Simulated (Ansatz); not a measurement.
# Si: the cost of one run

Program: Ansatz 0.2.0. Level of theory: DFT PBE, scalar-relativistic, plane waves, PAW. These are calculated values, not measurements.

1 further run of the same task is left out (set aside as unsound or not needed). Runs told in other sessions of the task aren't counted.

## (1) Starting point

The structure is cubic, space group Fd-3m (No. 227). Conventional cell: a = 5.470 Å, b = 5.470 Å, c = 5.470 Å, α = 90.00°, β = 90.00°, γ = 90.00°. Si (site symmetry -43m) has 4 Si at 2.37 Å in its first shell of neighbours.

As a file:

```
Si
1.0
     0.00000    2.73488    2.73488
     2.73488    0.00000    2.73488
     2.73488    2.73488    0.00000
Si
2
Direct
  0.50000 0.50000 0.50000
  0.75000 0.75000 0.75000
```

This cell was relaxed beforehand with the same method: volume 20.46 Å³/atom, gap on the mesh 0.62 eV.

The bulk reference comes from a run made before at the same settings: -635.8098 eV/atom.

## (2) The (100) slab

Planes are indexed in the bulk's conventional cell (Fd-3m (No. 227)), a = 5.470 Å, b = 5.470 Å, c = 5.470 Å, α = 90.00°, β = 90.00°, γ = 90.00°.

The slab is a (100) slab, 13.7 Å thick as cut, with 15 Å of vacuum; its outer planes are Si (top) and Si (bottom).

The slab as cut. Its planes from the bottom up:

```csv
plane,atoms per cell,height over the lowest (Å)
1,Si,0.00
2,Si,1.37
3,Si,2.73
4,Si,4.10
5,Si,5.47
6,Si,6.84
7,Si,8.20
8,Si,9.57
9,Si,10.94
10,Si,12.31
11,Si,13.67
```

## (3) Single point on the unrelaxed (100) slab

A dipole layer in the vacuum cancels the field that periodic copies would set up if the slab's two faces differ.

input.yaml

```yaml
crystal:
  lattice:
    - [3.8677061083, 0.0, 0.0]
    - [0.0, 3.8677061083, 0.0]
    - [0.0, 0.0, 28.6744060839]
  atoms:
    - { symbol: Si, position: [0.0, 0.5, 0.2615572918] }
    - { symbol: Si, position: [0.0, 0.0, 0.3092458335] }
    - { symbol: Si, position: [0.5, 0.0, 0.3569343751] }
    - { symbol: Si, position: [0.5, 0.5, 0.4046229167] }
    - { symbol: Si, position: [0.0, 0.5, 0.4523114584] }
    - { symbol: Si, position: [0.0, 0.0, 0.5] }
    - { symbol: Si, position: [0.5, 0.0, 0.5476885416] }
    - { symbol: Si, position: [0.5, 0.5, 0.5953770833] }
    - { symbol: Si, position: [0.0, 0.5, 0.6430656249] }
    - { symbol: Si, position: [0.0, 0.0, 0.6907541665] }
    - { symbol: Si, position: [0.5, 0.0, 0.7384427082] }
basis:
  ecutwfc: 420
kpoints:
  mp_grid: { grid: [7, 7, 1] }
hamiltonian:
  xc: pbe
scf:
  occupations: { method: gaussian, width: 0.05 }
output:
  forces: true
  stress: true
  eigenvalues: true
  write_density: true
  write_potential: true
  elf: true
  volumetric_format: npy
efield:
  axis: 3
  dipole_correction: true
  ramp_width: 0.04
```

Launch:

```sh
$ ansatz run input.yaml --threads 1 --pin off --max-ram 2560MiB --backend cpu --events-out ev --progress --plain --runs-dir out
```

**Question.** How long does this run take on 1 thread of Arm Neoverse V1, shared host, and how much memory does it need?

About 35 s, with a peak of 0.51 GiB.
